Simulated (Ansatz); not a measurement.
## PbS: what symmetry allows forces and stress to be

```
Pb S
1.0
     0.00000    3.05878    3.10326
     3.10326    0.00000    3.10326
     3.10326    3.05878    0.00000
Pb S
1 1
Direct
  0.97470 0.02530 0.97470
  0.52530 0.47470 0.52530
```

Theory: Ansatz, DFT PBE, scalar-relativistic, plane waves, PAW.

Cutoff 420 eV; k points 10×10×10 on the computed 2-atom cell (Γ-centred); Gaussian smearing, width 0.05 eV; no spin polarisation.

This distorted cell has space group I4mm, with 8 operations.

Task: Without a calculation: in which directions can each atom feel a force?

Result: A force must be left unchanged by every operation that keeps its atom in place, so it lies in the space that those operations leave fixed. Atoms that the group maps onto each other feel forces of one size.
```
atom site symmetry operations at the site equivalent to atom allowed force (Cartesian)
 Pb1            4mm                       8                   1   along (0.00, 1.00, 0.00)
  S2            4mm                       8                   2   along (0.00, 1.00, 0.00)
```

That leaves 2 independent force components of 6, tied by 1 condition that the forces sum to zero, so 1 remains. A relaxation in this cell that keeps the symmetry moves the atoms in these directions alone.

Task: And the stress tensor?

Result: It must be invariant under the point group, which leaves 2 independent components: yz, xz, xy vanish; xx = zz.

Task: Do the computed values obey this?

Result: Yes. Forces (eV/Å):
```
Pb1  0.000  0.171  0.000
S2   0.000 -0.171  0.000
```

Stress (GPa, compression positive, xx yy zz yz xz xy): -3.52 -0.12 -3.52 0.00 0.00 0.00. The program imposes the same operations on density, forces and stress, so this confirms the analysis and is no independent test of the calculation.

Spin–orbit coupling is left out, which can shift energies with elements as heavy as these.